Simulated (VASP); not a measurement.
Crystal: SiO2 (Stishovite).

```
Si O
1.0
     4.17730    0.00000    0.00000
     0.00000    4.17730    0.00000
     0.00000    0.00000    2.66520
Si O
2 4
Cartesian
  0.0000 0.0000 0.0000
  2.0886 2.0886 1.3326
  1.2778 1.2778 0.0000
  0.8108 3.3665 1.3326
  2.8995 2.8995 0.0000
  3.3665 0.8108 1.3326
```

| Item | Value |
| --- | --- |
| Program | VASP 6.6.1 |
| Task | relaxation of cell and atoms |
| Functional | PBE |
| Potentials or basis | VASP PAW PBE potentials, release 64 (Si, O) |
| Cutoff | 600 eV |
| k mesh | 8 × 8 × 10 |
| Occupations | gaussian, width 0.03 eV |
| Spin | no spin polarisation |

At the start: pressure 11.0 GPa; volume 7.75 Å³/atom.

Problem. Where does the relaxation end?

Solution. Over 7 steps the energy falls by 9.1 meV/atom and the volume is 8.04 Å³/atom (+3.7 %); space group P4_2/mnm (No. 136, to 0.05 Å).

Step by step:
```csv
step,energy change (eV),largest force (eV/Å),pressure (GPa),volume (Å³)
1,0.0000,0.0984,10.97,46.51
2,0.0338,0.4649,-11.92,50.17
3,-0.0520,0.1697,0.08,48.07
4,-0.0520,0.1647,0.27,48.03
5,-0.0545,0.0198,0.14,48.16
6,-0.0545,0.0180,0.15,48.16
7,-0.0549,0.0033,-0.10,48.23
```

Final structure:
```yaml
crystal:
  lattice:
    - [4.23144, 0.00000, 0.00000]
    - [0.00000, 4.23144, 0.00000]
    - [0.00000, 0.00000, 2.69338]
  atoms:
    - { symbol: Si, position: [0.00000, 0.00000, 0.00000] }
    - { symbol: Si, position: [0.50000, 0.50000, 0.50000] }
    - { symbol: O, position: [0.30674, 0.30674, 0.00000] }
    - { symbol: O, position: [0.19326, 0.80674, 0.50000] }
    - { symbol: O, position: [0.69326, 0.69326, 0.00000] }
    - { symbol: O, position: [0.80674, 0.19326, 0.50000] }
```
